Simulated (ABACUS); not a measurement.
# C in ABACUS: equation of state, part 2 of 2

ABACUS 3.10.1.

### Step 7. Equation of state, PBE, 23.16 Å³/atom (volume scaled by 1.04)

INPUT reads:

```
INPUT_PARAMETERS
suffix              C
calculation         scf
basis_type          pw
pseudo_dir          ./
symmetry            1
dft_functional      pbe
ecutwfc             82
pseudo_rcut         10
nspin               1
nbands              8
ks_solver           dav
smearing_method     fd
smearing_sigma      0.00367493
scf_thr             1e-08
scf_nmax            100
mixing_type         broyden
mixing_beta         0.7
cal_force           1
cal_stress          1
kpar                4
```

STRU reads:

```
ATOMIC_SPECIES
C 12.0110 C.upf

LATTICE_CONSTANT
1.8897261246

LATTICE_VECTORS
2.4884918972 0.0000000000 0.0000000000
-1.2442459486 2.1550972001 0.0000000000
0.0000000000 0.0000000000 8.6359715305

ATOMIC_POSITIONS
Direct

C
0.0
2
0.6666666667 0.3333333333 0.0000000000 1 1 1
0.3333333333 0.6666666667 0.0000000000 1 1 1
```

KPT reads:

```
K_POINTS
0
Gamma
12 12 3 0 0 0
```

Potentials or basis: PseudoDojo NC SR 0.4.1 PBE standard, plane waves.

The run is started by

```
$ OMP_NUM_THREADS=1 mpirun -np 4 abacus > log
```

running log:

```text
ABACUS v3.10.1

               Atomic-orbital Based Ab-initio Computation at UStc

 ------------------------------------------------------------------------------------

 READING GENERAL INFORMATION
                           global_out_dir = OUT.C/
                           global_in_card = INPUT
                               pseudo_dir = ./
                              orbital_dir =
                                    DSIZE = 4
                                    GSIZE = 1

 READING UNITCELL INFORMATION
                                    ntype = 1
                  lattice constant (Bohr) = 1.88973
              lattice constant (Angstrom) = 1

 READING ATOM TYPE 1
                               atom label = C
                      L=0, number of zeta = 1
                      L=1, number of zeta = 1
                      L=2, number of zeta = 1
             number of atom for this type = 2

                        TOTAL ATOM NUMBER = 2
DIRECT COORDINATES
    atom                   x                   y                   z     mag                  vx                  vy                  vz
taud_C1            0.6666666667        0.3333333333        0.0000000000  0.0000        0.0000000000        0.0000000000        0.0000000000
taud_C2            0.3333333333        0.6666666667        0.0000000000  0.0000        0.0000000000        0.0000000000        0.0000000000
[... 309 lines left out ...]
 E_xc           -8.5375204004        -116.1589242365
 E_Ewald        17.9447946413        244.1514565620
 E_entropy(-TS) -0.0001415148        -0.0019254082
 E_descf        0.0000000000         0.0000000000
 E_exx          0.0000000000         0.0000000000
 E_Fermi        0.0012580205         0.0171162464
----------------------------------------------------------

 charge density convergence is achieved
 final etot is -327.82370579 eV
 EFERMI = 0.017116246378 eV

 STATE ENERGY(eV) AND OCCUPATIONS    NSPIN == 1
 1/10 kpoint (Cartesian) = 0.0000 0.0000 0.0000 (3911 pws)
       1       -19.3055     0.00462963
       2       -7.43028     0.00462963
       3       -3.05292     0.00462963
       4       -3.05292     0.00462963
       5        3.09923    7.84646e-30
       6        5.34116    2.63921e-49
       7        6.99254    1.19607e-63
       8        8.22327    2.44212e-74
[... 41 lines left out ...]
 6/10 kpoint (Cartesian) = -0.16744 0.096670 0.0000 (3920 pws)
       1       -15.3996      0.0277778
       2       -11.6265      0.0277778
       3       -6.20181      0.0277778
       4       -3.11348      0.0277778
       5        2.75465    4.63189e-26
       6        7.27399    2.57792e-65
       7        8.57308    1.34119e-76
       8        10.6030        0.00000

[... levels at 4 further k points ...]

------------------------------------------------------------------------------------------
 TOTAL-FORCE (eV/Angstrom)
------------------------------------------------------------------------------------------
                        C1         0.0000000000         0.0000000000         0.0000000000
                        C2         0.0000000000         0.0000000000         0.0000000000
------------------------------------------------------------------------------------------

----------------------------------------------------------------
 TOTAL-STRESS (KBAR)
----------------------------------------------------------------
       -41.4018999639        -0.0000000000        -0.0000000000
         0.0000000000       -41.4018999634         0.0000000000
        -0.0000000000         0.0000000000        -0.5485849034
----------------------------------------------------------------
 TOTAL-PRESSURE: -27.784128 KBAR

 --------------------------------------------
 !FINAL_ETOT_IS -327.8237057895868816 eV
 --------------------------------------------
```

stdout:

```text
ABACUS v3.10.1

               Atomic-orbital Based Ab-initio Computation at UStc

 UNIFORM GRID DIM        : 27 * 27 * 96
 UNIFORM GRID DIM(BIG)   : 27 * 27 * 96
 ---------------------------------------------------------
[... 25 lines left out ...]
----------------------------------------------------------------
 TOTAL-STRESS (KBAR)
----------------------------------------------------------------
       -41.4018999639        -0.0000000000        -0.0000000000
         0.0000000000       -41.4018999634         0.0000000000
        -0.0000000000         0.0000000000        -0.5485849034
----------------------------------------------------------------
 TOTAL-PRESSURE: -27.784128 KBAR
```

It took 8.3 s on 4 MPI ranks of Intel Xeon Platinum 8375C at 2.90GHz (Ice Lake), shared host; peak memory 0.32 GiB.

What came out:

```
Free energy            : -327.8237 eV
Band gap on the k mesh : none (metal or under the smearing width)
```

### Step 8. Equation of state, PBE, 23.60 Å³/atom (volume scaled by 1.06)

INPUT is that of step 7.

STRU reads:

```
ATOMIC_SPECIES
C 12.0110 C.upf

LATTICE_CONSTANT
1.8897261246

LATTICE_VECTORS
2.5043425914 0.0000000000 0.0000000000
-1.2521712957 2.1688243040 0.0000000000
0.0000000000 0.0000000000 8.6909792017

ATOMIC_POSITIONS
Direct

C
0.0
2
0.6666666667 0.3333333333 0.0000000000 1 1 1
0.3333333333 0.6666666667 0.0000000000 1 1 1
```

KPT is that of step 7.

The run is started by

```
$ OMP_NUM_THREADS=1 mpirun -np 4 abacus > log
```

Run time: 11 s. Hardware: 4 MPI ranks of Intel Xeon Platinum 8375C at 2.90GHz (Ice Lake), shared host; peak memory 0.32 GiB.

Results (log left out):

| Quantity | Value |
| --- | --- |
| Free energy | -327.8035 eV |
| Band gap on the k mesh | none (metal or under the smearing width) |

### Step 9. Equation of state, PBE

Potentials or basis: PseudoDojo NC SR 0.4.1 PBE standard, plane waves.

No new run: the results of the series are fitted here.

Results:

```
Equilibrium volume                        : 22.55 Å³/atom
Bulk modulus at fixed shape and positions : 108 GPa
Pressure derivative of the bulk modulus   : 3.6
```

Energy against volume, from the lowest point:
```csv
volume (Å³/atom),energy (meV/atom)
20.930,43.38
21.376,21.91
21.821,7.95
22.266,0.85
22.712,0.00
23.157,4.86
23.602,14.96
```

Caveat: the cell was scaled at fixed shape and fractional positions, which overstates the stiffness of a crystal with free parameters, most of all of layers and chains.
